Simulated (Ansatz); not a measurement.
The system is HgSe.

```
Hg Se
1.0
     0.00000    3.03900    3.03900
     3.03900    0.00000    3.03900
     3.03900    3.03900    0.00000
Hg Se
1 1
Direct
  0.00000 0.00000 0.00000
  0.75000 0.75000 0.75000
```

Program: Ansatz 0.2.0. Alike in all runs: potentials or basis Ansatz PAW; cell as given; cutoff (eV) 420. Hardware: 2 threads of Intel(R) Xeon(R) Processor @ 2.50GHz (Skylake/Cascade Lake) (shared host).

Task: Order these runs on this cell by their wall time, lowest first.
A. task band structure; level HSE06; spin off; k mesh 4 × 4 × 4; smearing fermi-dirac 0.05 eV; points for each segment of the path 4; mesh quality coarse
B. task band structure; level PBE; spin SOC, no magnetisation; k mesh 6 × 6 × 6; smearing fermi-dirac 0.05 eV; points for each segment of the path 14; mesh quality not flagged
C. task single point; level PBE; spin off; k mesh 8 × 8 × 8; smearing gaussian 0.011 eV; mesh quality not flagged
D. task band structure; level LDA; spin off; k mesh 8 × 8 × 8; smearing fermi-dirac 0.05 eV; points for each segment of the path 14; mesh quality not flagged

Result: C (3.5 s), D (11 s), B (26 s), A (250 s).

Caveats: some runs use coarse meshes.
